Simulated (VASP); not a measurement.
# GaN in VASP: one cell, several levels of theory

Aim: gap, levels, forces and stress of zincblende GaN, under -4.0 % strain along z alone at fixed geometry. Runs: PBE, r2SCAN. The results are then set beside those of Ansatz 0.2.0 for the same cell.

Program: VASP 6.6.1. PAW datasets, plane waves. The values are computed, spin-unpolarised, and not measurements.

## 1. The structure to begin with

The cell comes from an earlier relaxation with r2SCAN in another program, then strained, with the atoms relaxed again.

It is tetragonal, I-4m2 (No. 119); a = 3.180 Å, c = 4.318 Å in the conventional setting, 10.92 Å³ an atom. Near Ga stand 4 N at 1.92 Å; near N stand 4 Ga at 1.92 Å.

Coordinates:

```xyz
2
Lattice="0.0000 2.2490 2.1590 2.2490 0.0000 2.1590 2.2490 2.2490 0.0000" Properties=species:S:1:pos:R:3 pbc="T T T"
Ga    0.0000    0.0000    0.0000
N     1.1245    1.1245    1.0795
```

## 2. PBE at this geometry

Input file INCAR:

```
ENCUT = 520.000000
SIGMA = 0.020000
EDIFF = 1.00e-07
GGA = PE
PREC = Accurate
IBRION = -1
ISIF = 2
ISMEAR = -1
NBANDS = 16
NELM = 120
NSW = 0
LASPH = .TRUE.
LCHARG = .FALSE.
LWAVE = .FALSE.
LREAL = .FALSE.
```

Input file KPOINTS:

```
KPOINTS created by Atomic Simulation Environment
0
Gamma
10 10 10
0 0 0
```

Input file KPOINTS_OPT:

```
special points
6
Reciprocal
0.0000000000 0.0000000000 0.0000000000 1
-0.5000000000 -0.5000000000 0.0000000000 1
-0.3750000000 -0.3750000000 0.2500000000 1
-0.3750000000 0.0000000000 0.3750000000 1
0.0000000000 0.0000000000 0.5000000000 1
-0.5000000000 -0.2500000000 0.2500000000 1
```

Input file POSCAR:

```
Ga N
 1.0000000000000000
     0.0000000000000000    2.2489525411000000    2.1589944394999998
     2.2489525411000000    0.0000000000000000    2.1589944394999998
     2.2489525411000000    2.2489525411000000    0.0000000000000000
 Ga  N
   1   1
Cartesian
  0.0000000000000000  0.0000000000000000  0.0000000000000000
  1.1244762705499998  1.1244762705499998  1.0794972197499999
```

The run uses the recommended PBE PAW datasets (18 valence electrons a neutral cell).

Run with:

```sh
mpirun -np 1 vasp_std
```

Standard output, without the iteration lines:

```text
POSCAR found type information on POSCAR GaN
 POSCAR found :  2 types and       2 ions
 LDA part: xc-table for (Slater+PW92), standard interpolation
 POSCAR, INCAR and KPOINTS ok, starting setup
 FFT: planning ... GRIDC
 FFT: planning ... GRID_SOFT
 FFT: planning ... GRID
 WAVECAR not read
 entering main loop
 Start KPOINTS_OPT (optional k-point list driver)
k-point batch [1-6\6]
```

OSZICAR:

```text
N       E                     dE             d eps       ncg     rms          rms(c)
DAV:   1     0.841376811061E+02    0.84138E+02   -0.93094E+03  3648   0.204E+03
DAV:   2    -0.830522971741E+01   -0.92443E+02   -0.85759E+02  3768   0.334E+02
DAV:   3    -0.140861412423E+02   -0.57809E+01   -0.57611E+01  3848   0.711E+01
DAV:   4    -0.141486947201E+02   -0.62553E-01   -0.62547E-01  4080   0.783E+00
DAV:   5    -0.141495268131E+02   -0.83209E-03   -0.83208E-03  3992   0.807E-01    0.789E+00
DAV:   6    -0.120653892363E+02    0.20841E+01   -0.48526E+00  4968   0.413E+01    0.268E+00
DAV:   7    -0.120774469539E+02   -0.12058E-01   -0.34711E-01  3632   0.648E+00    0.179E+00
DAV:   8    -0.120736384212E+02    0.38085E-02   -0.50365E-02  3880   0.339E+00    0.721E-01
DAV:   9    -0.120697998700E+02    0.38386E-02   -0.14566E-02  4944   0.293E+00    0.177E-01
DAV:  10    -0.120700791676E+02   -0.27930E-03   -0.15769E-03  4008   0.588E-01    0.765E-02
DAV:  11    -0.120699872203E+02    0.91947E-04   -0.28588E-04  4904   0.248E-01    0.123E-02
DAV:  12    -0.120699922589E+02   -0.50386E-05   -0.28365E-05  3896   0.537E-02    0.119E-02
DAV:  13    -0.120699920141E+02    0.24484E-06   -0.82518E-07  4016   0.155E-02    0.359E-03
DAV:  14    -0.120699919466E+02    0.67421E-07   -0.50988E-08  2944   0.302E-03
   1 F= -.12069992E+02 E0= -.12069992E+02  d E =-.794495E-12
       N       E                     dE             ncg
DAV:   1     0.209301042950E+04   -0.39867E+04      232
DAV:   2     0.161165821607E+04   -0.48135E+03      224
DAV:   3     0.158022497617E+04   -0.31433E+02      208
DAV:   4     0.157989866001E+04   -0.32632E+00      264
DAV:   5     0.157989486638E+04   -0.37936E-02      224
DAV:   6     0.157989472954E+04   -0.13685E-03      288
DAV:   7     0.157989472658E+04   -0.29602E-05      224
DAV:   8     0.157989472643E+04   -0.14239E-06      216
DAV:   9     0.157989472642E+04   -0.98064E-08      160
```

The lines after F= are the extra pass for the points of KPOINTS_OPT, at fixed density; their E is not a total energy.

From OUTCAR:

```text
k-points           NKPTS =    102   k-points in BZ     NKDIM =    102   number of bands    NBANDS=     16

   NELECT =      18.0000    total number of electrons

   dimension x,y,z NGX =    24 NGY =   24 NGZ =   24
   dimension x,y,z NGXF=    48 NGYF=   48 NGZF=   48

  energy-cutoff  :      520.00
  volume of cell :       21.84
      direct lattice vectors                 reciprocal lattice vectors
     0.000000000  2.248952541  2.158994439    -0.222325723  0.222325723  0.231589295
     2.248952541  0.000000000  2.158994439     0.222325723 -0.222325723  0.231589295
     2.248952541  2.248952541  0.000000000     0.222325723  0.222325723 -0.231589295

 k-points in reciprocal lattice and weights: KPOINTS created by Atomic Simulation Env
   0.00000000  0.00000000  0.00000000       0.001
   0.10000000  0.00000000  0.00000000       0.008
   0.20000000  0.00000000  0.00000000       0.008
   0.30000000 -0.00000000  0.00000000       0.008
   0.40000000  0.00000000  0.00000000       0.008
   0.50000000  0.00000000  0.00000000       0.004
   0.10000000  0.10000000  0.00000000       0.002
   0.20000000  0.10000000  0.00000000       0.008
[... 94 more k-points ...]

 E-fermi :   6.3400

 k-point     1 :       0.0000    0.0000    0.0000
  band No.  band energies     occupation
      1     -10.5383      2.00000
      2      -7.7016      2.00000
      3      -7.7016      2.00000
      4      -7.6563      2.00000
      5      -7.3210      2.00000
      6      -7.3160      2.00000
      7       5.7446      2.00000
      8       5.7446      2.00000
      9       5.9236      2.00000
     10       7.8286      0.00000
     11      16.3409      0.00000
     12      16.4527      0.00000
     13      16.4527      0.00000
     14      24.0490      0.00000
     15      24.5677      0.00000
     16      24.5677      0.00000

 k-point     2 :       0.1000    0.0000    0.0000
  band No.  band energies     occupation
      1     -10.4173      2.00000
      2      -7.6861      2.00000
      3      -7.6735      2.00000
      4      -7.6337      2.00000
      5      -7.3214      2.00000
      6      -7.3184      2.00000
      7       4.7171      2.00000
      8       5.6218      2.00000
      9       5.7639      2.00000
     10       8.6548      0.00000
     11      15.8779      0.00000
     12      16.5942      0.00000
     13      16.6069      0.00000
     14      23.2476      0.00000
     15      23.3628      0.00000
     16      24.4959      0.00000

 k-point     3 :       0.2000    0.0000    0.0000
  band No.  band energies     occupation
      1     -10.1064      2.00000
      2      -7.6505      2.00000
      3      -7.6218      2.00000
      4      -7.4971      2.00000
      5      -7.3192      2.00000
      6      -7.3165      2.00000
      7       2.8533      2.00000
      8       5.3196      2.00000
      9       5.5072      2.00000
     10       9.7447      0.00000
     11      15.0686      0.00000
     12      16.7527      0.00000
     13      16.9904      0.00000
     14      22.3343      0.00000
     15      22.6517      0.00000
     16      23.5156      0.00000

 k-point     4 :       0.3000   -0.0000    0.0000
  band No.  band energies     occupation
      1      -9.7606      2.00000
      2      -7.6196      2.00000
      3      -7.5870      2.00000
      4      -7.3139      2.00000
      5      -7.2957      2.00000
      6      -7.1030      2.00000
      7       0.8923      2.00000
      8       4.9773      2.00000
      9       5.2208      2.00000
     10      10.4379      0.00000
     11      14.6799      0.00000
     12      16.5681      0.00000
     13      17.0995      0.00000
     14      21.8261      0.00000
     15      23.3996      0.00000
     16      23.6532      0.00000

 k-point     5 :       0.4000    0.0000    0.0000
  band No.  band energies     occupation
      1      -9.5410      2.00000
      2      -7.6067      2.00000
      3      -7.5720      2.00000
      4      -7.2908      2.00000
      5      -7.2654      2.00000
      6      -6.4687      2.00000
      7      -0.7873      2.00000
      8       4.7202      2.00000
      9       5.0070      2.00000
     10      10.6858      0.00000
     11      14.7056      0.00000
     12      16.2452      0.00000
     13      16.9156      0.00000
     14      21.7346      0.00000
     15      24.9786      0.00000
     16      25.0095      0.00000

[... the tables of k-points 6 to 102 left out ...]

  Total        1.8383349      1.8383349      2.4134249      0.0000000      0.0000000      0.0000000
  in kB      134.8630938    134.8630938    177.0525849      0.0000000      0.0000000      0.0000000
  external PRESSURE =     148.9262575 kB  Pullay stress =       0.0000000 kB

 POSITION                                       TOTAL-FORCE (eV/Angst)
 -----------------------------------------------------------------------------------
      0.00000      0.00000      0.00000        -0.000000     -0.000000     -0.000000
      1.12448      1.12448      1.07950         0.000000      0.000000      0.000000
 -----------------------------------------------------------------------------------
    total drift:                                0.000001      0.000001     -0.000000

  FREE ENERGIE OF THE ION-ELECTRON SYSTEM (eV)
  ---------------------------------------------------
  free  energy   TOTEN  =       -12.0699919466 eV

  energy  without entropy=      -12.0699919466  energy(sigma->0) =      -12.06999195
```

Hardware: 1 MPI rank of Intel Xeon Platinum 8488C, shared host.

The levels at the points of KPOINTS_OPT are read from vasprun.xml.

Near the gap, in eV above the top of the last filled band v; c is the band after it:

| point | v−1 | v | c | c+1 |
| --- | --- | --- | --- | --- |
| Γ | -0.18 | 0.00 | 1.90 | 10.42 |
| X | -3.20 | -3.20 | 3.07 | 6.36 |
| U | -4.56 | -2.63 | 4.70 | 7.85 |
| K | -4.63 | -2.32 | 5.10 | 8.23 |
| L | -1.30 | -0.99 | 4.80 | 8.85 |
| W | -3.99 | -3.98 | 6.09 | 8.66 |

The PBE gap is 1.90 eV, direct at Γ. The pressure is 14.89 GPa; the forces vanish within 0.01 eV/Å.

## 3. r2SCAN

Input file INCAR:

```
ENCUT = 520.000000
SIGMA = 0.010000
EDIFF = 1.00e-07
ALGO = Normal
METAGGA = R2SCAN
PREC = Accurate
IBRION = -1
ISIF = 2
ISMEAR = 0
NBANDS = 16
NELM = 120
NSW = 0
LASPH = .TRUE.
LCHARG = .FALSE.
LWAVE = .FALSE.
LREAL = .FALSE.
```

KPOINTS is that of step 2.

KPOINTS_OPT is that of step 2.

POSCAR is that of step 2.

Run with:

```sh
mpirun -np 1 vasp_std
```

Standard output, without the iteration lines:

```text
POSCAR found type information on POSCAR GaN
 POSCAR found :  2 types and       2 ions
 -----------------------------------------------------------------------------
|                                                                             |
|                                                                             |
|     You enforced a specific xc type in the INCAR file but a different       |
|     I HOPE YOU KNOW WHAT YOU ARE DOING!                                     |
|                                                                             |
 -----------------------------------------------------------------------------

 LDA part: xc-table for (None), standard interpolation
 POSCAR, INCAR and KPOINTS ok, starting setup
 FFT: planning ... GRIDC
 FFT: planning ... GRID_SOFT
 FFT: planning ... GRID
 WAVECAR not read
 entering main loop
 Start KPOINTS_OPT (optional k-point list driver)
k-point batch [1-6\6]
```

OSZICAR (excerpt; [...] marks lines left out):

```text
N       E                     dE             d eps       ncg     rms          rms(c)
DAV:   1     0.735416929578E+02    0.73542E+02   -0.95294E+03  3648   0.209E+03
DAV:   2    -0.207902465681E+02   -0.94332E+02   -0.87520E+02  3760   0.343E+02
DAV:   3    -0.267577203560E+02   -0.59675E+01   -0.59470E+01  3816   0.732E+01
DAV:   4    -0.268229458866E+02   -0.65226E-01   -0.65220E-01  4152   0.814E+00
DAV:   5    -0.268238223513E+02   -0.87646E-03   -0.87646E-03  3920   0.847E-01    0.736E+00
DAV:   6    -0.217734670026E+02    0.50504E+01   -0.35131E+00  4952   0.422E+01    0.252E+00
DAV:   7    -0.218466142301E+02   -0.73147E-01   -0.48540E-01  3608   0.720E+00    0.177E+00
DAV:   8    -0.218572461347E+02   -0.10632E-01   -0.33670E-02  4520   0.488E+00    0.247E-01
DAV:   9    -0.218560460840E+02    0.12001E-02   -0.11887E-02  4792   0.275E+00    0.137E-01
DAV:  10    -0.218561425830E+02   -0.96499E-04   -0.84841E-04  3888   0.261E-01    0.133E-01
[... 10 lines left out ...]
   1 F= -.21856146E+02 E0= -.21856146E+02  d E =-.274496E-18
       N       E                     dE             ncg
DAV:   1     0.204647963508E+04   -0.40332E+04      232
DAV:   2     0.154930144065E+04   -0.49718E+03      224
DAV:   3     0.151725854143E+04   -0.32043E+02      208
DAV:   4     0.151693041465E+04   -0.32813E+00      272
DAV:   5     0.151692664191E+04   -0.37727E-02      208
DAV:   6     0.151692649855E+04   -0.14336E-03      304
DAV:   7     0.151692649555E+04   -0.29955E-05      208
DAV:   8     0.151692649542E+04   -0.13913E-06      232
DAV:   9     0.151692649540E+04   -0.10636E-07      160
```

OUTCAR, selected sections:

```text
k-points           NKPTS =    102   k-points in BZ     NKDIM =    102   number of bands    NBANDS=     16

   NELECT =      18.0000    total number of electrons

   dimension x,y,z NGX =    24 NGY =   24 NGZ =   24
   dimension x,y,z NGXF=    48 NGYF=   48 NGZF=   48

  energy-cutoff  :      520.00
  volume of cell :       21.84
      direct lattice vectors                 reciprocal lattice vectors
     0.000000000  2.248952541  2.158994439    -0.222325723  0.222325723  0.231589295
     2.248952541  0.000000000  2.158994439     0.222325723 -0.222325723  0.231589295
     2.248952541  2.248952541  0.000000000     0.222325723  0.222325723 -0.231589295

 k-points in reciprocal lattice and weights: KPOINTS created by Atomic Simulation Env
   0.00000000  0.00000000  0.00000000       0.001
   0.10000000  0.00000000  0.00000000       0.008
   0.20000000  0.00000000  0.00000000       0.008
   0.30000000 -0.00000000  0.00000000       0.008
   0.40000000  0.00000000  0.00000000       0.008
   0.50000000  0.00000000  0.00000000       0.004
   0.10000000  0.10000000  0.00000000       0.002
   0.20000000  0.10000000  0.00000000       0.008
[... 94 more k-points ...]

 E-fermi :   5.7149

 k-point     1 :       0.0000    0.0000    0.0000
  band No.  band energies     occupation
      1     -11.6035      2.00000
      2      -8.3531      2.00000
      3      -8.3531      2.00000
      4      -8.3089      2.00000
      5      -7.9385      2.00000
      6      -7.9335      2.00000
      7       5.4799      2.00000
      8       5.4799      2.00000
      9       5.6596      2.00000
     10       7.9684      0.00000
     11      16.7836      0.00000
     12      16.9051      0.00000
     13      16.9052      0.00000
     14      24.7625      0.00000
     15      25.1792      0.00000
     16      25.1792      0.00000

 k-point     2 :       0.1000    0.0000    0.0000
  band No.  band energies     occupation
      1     -11.4824      2.00000
      2      -8.3369      2.00000
      3      -8.3238      2.00000
      4      -8.2845      2.00000
      5      -7.9388      2.00000
      6      -7.9359      2.00000
      7       4.4522      2.00000
      8       5.3538      2.00000
      9       5.4975      2.00000
     10       8.7958      0.00000
     11      16.3208      0.00000
     12      17.0522      0.00000
     13      17.0639      0.00000
     14      23.7398      0.00000
     15      23.9082      0.00000
     16      25.0865      0.00000

 k-point     3 :       0.2000    0.0000    0.0000
  band No.  band energies     occupation
      1     -11.1681      2.00000
      2      -8.2994      2.00000
      3      -8.2711      2.00000
      4      -8.1443      2.00000
      5      -7.9369      2.00000
      6      -7.9339      2.00000
      7       2.5326      2.00000
      8       5.0429      2.00000
      9       5.2340      2.00000
     10       9.9436      0.00000
     11      15.5042      0.00000
     12      17.2044      0.00000
     13      17.4562      0.00000
     14      22.8655      0.00000
     15      23.1369      0.00000
     16      24.0355      0.00000

 k-point     4 :       0.3000   -0.0000    0.0000
  band No.  band energies     occupation
      1     -10.8055      2.00000
      2      -8.2654      2.00000
      3      -8.2330      2.00000
      4      -7.9330      2.00000
      5      -7.9137      2.00000
      6      -7.7626      2.00000
      7       0.5193      2.00000
      8       4.6898      2.00000
      9       4.9390      2.00000
     10      10.6847      0.00000
     11      15.1201      0.00000
     12      16.9811      0.00000
     13      17.5411      0.00000
     14      22.3910      0.00000
     15      23.9698      0.00000
     16      24.2017      0.00000

 k-point     5 :       0.4000    0.0000    0.0000
  band No.  band energies     occupation
      1     -10.5577      2.00000
      2      -8.2496      2.00000
      3      -8.2147      2.00000
      4      -7.9104      2.00000
      5      -7.8842      2.00000
      6      -7.1658      2.00000
      7      -1.1827      2.00000
      8       4.4241      2.00000
      9       4.7183      2.00000
     10      10.9504      0.00000
     11      15.1637      0.00000
     12      16.6226      0.00000
     13      17.3198      0.00000
     14      22.3415      0.00000
     15      25.6560      0.00000
     16      25.7270      0.00000

[... the tables of k-points 6 to 102 left out ...]

  Total        1.1287099      1.1287099      1.7486140      0.0000000      0.0000000      0.0000000
  in kB       82.8039035     82.8039035    128.2810272      0.0000000      0.0000000      0.0000000
  external PRESSURE =      97.9629447 kB  Pullay stress =       0.0000000 kB

 POSITION                                       TOTAL-FORCE (eV/Angst)
 -----------------------------------------------------------------------------------
      0.00000      0.00000      0.00000        -0.000000     -0.000000      0.000000
      1.12448      1.12448      1.07950         0.000000      0.000000      0.000000
 -----------------------------------------------------------------------------------
    total drift:                                0.000008      0.000008      0.000009

  FREE ENERGIE OF THE ION-ELECTRON SYSTEM (eV)
  ---------------------------------------------------
  free  energy   TOTEN  =       -21.8561455214 eV

  energy  without entropy=      -21.8561455214  energy(sigma->0) =      -21.85614552
```

Hardware: 1 MPI rank of Intel Xeon Platinum 8488C, shared host.

The levels at the points of KPOINTS_OPT are read from vasprun.xml.

Levels at the named points, in eV from the top of band v (v: the last filled band by count, c: the next):

| point | v−1 | v | c | c+1 |
| --- | --- | --- | --- | --- |
| Γ | -0.18 | 0.00 | 2.31 | 11.12 |
| X | -3.29 | -3.29 | 3.49 | 6.93 |
| U | -4.66 | -2.70 | 5.17 | 8.51 |
| K | -4.73 | -2.38 | 5.58 | 8.91 |
| L | -1.33 | -1.02 | 5.33 | 9.58 |
| W | -4.09 | -4.04 | 6.60 | 9.39 |

The r2SCAN gap is 2.31 eV, direct at Γ. Pressure: 9.80 GPa; the forces vanish within 0.01 eV/Å.

## 4. Results

| level | gap (eV) | pressure (GPa) | Ansatz: gap (eV) | Ansatz: pressure (GPa) |
| --- | --- | --- | --- | --- |
| PBE | 1.90 | 14.89 | 1.89 | 14.93 |
| r2SCAN | 2.31 | 9.80 | 2.32 | 8.61 |

**Reading.** The gap spans 1.90 eV (PBE) to 2.31 eV (r2SCAN). At this one volume the pressure spans 9.8 GPa (r2SCAN) to 14.9 GPa (PBE): PBE wants the largest cell and r2SCAN the smallest. The two programs agree on the gap within 0.02 eV, far less than the spread between functionals. The two codes have different PAW datasets and cutoffs.
